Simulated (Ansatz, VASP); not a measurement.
**Cu: VASP beside Ansatz**

POSCAR

```
Cu
1.0
    2.5999469499      0.0000000000      0.0000000000
   -1.2999729620      2.2516197197      0.0000000000
    0.0000000000      0.0000000000      4.2194384934
Cu
2
Direct
    0.3333333333      0.6666666667      0.2500000000
    0.6666666667      0.3333333333      0.7500000000
```

INCAR.step1

```
SYSTEM = Cu
PREC = Accurate
ENCUT = 520
ISMEAR = 1
SIGMA = 0.05
LREAL = .False.
LASPH = .True.
NELM = 100
NBANDS = 18
GGA = PE
ALGO = Normal
EDIFF = 1E-4
LWAVE = .True.
LCHARG = .False.
```

File INCAR.step2:

```
SYSTEM = Cu
PREC = Accurate
ENCUT = 520
EDIFF = 1E-6
ISMEAR = 1
SIGMA = 0.05
LREAL = .False.
LASPH = .True.
NELM = 100
ALGO = Normal
ISIF = 2
LWAVE = .False.
LCHARG = .False.
METAGGA = R2SCAN
LMIXTAU = .True.
NBANDS = 18
ISTART = 1
```

The input KPOINTS:

```
Automatic mesh
0
Gamma
  13 13 7
  0 0 0
```

Input for Ansatz:

```yaml
crystal:
  lattice:
    - [2.5999469499273467, 0.0, 0.0]
    - [-1.2999729619708893, 2.2516197196614636, 0.0]
    - [0.0, 0.0, 4.219438493400078]
  atoms:
    - { symbol: Cu, position: [0.3333333333333333, 0.6666666666666666, 0.25] }
    - { symbol: Cu, position: [0.6666666666666666, 0.3333333333333333, 0.75] }
basis:
  ecutwfc: 571.4391111657479
kpoints:
  mp_grid:
    grid: [13, 13, 7]
hamiltonian:
  xc: r2scan
scf:
  occupations:
    method: cold
    width: 0.05
output:
  stress: true
```

This isn't the form of Cu at room conditions, which is fcc.

Alike in both runs: task single point; functional r2SCAN; k mesh 13 × 13 × 7; no spin polarisation.

```csv
,VASP,Ansatz
version,VASP 6.6.1,Ansatz 0.2.0
potentials or method,"VASP PAW PBE potentials, release 64 (Cu)","plane waves, PAW"
plane-wave cutoff (eV),520,571
occupations,"methfessel-paxton of order 1, width 0.05 eV","cold, width 0.05 eV"
valence electrons in the cell,22,38
```

```csv
,VASP,Ansatz,Ansatz less VASP
pressure (GPa),-9.7,-10.3,-0.56
largest component of the traceless stress (GPa),2.06,1.96,-0.103
```

The two sets of potentials don't hold the same shells in valence.

Caveats: the PAW data sets were made with another functional, which shifts forces and pressure a little (VASP).
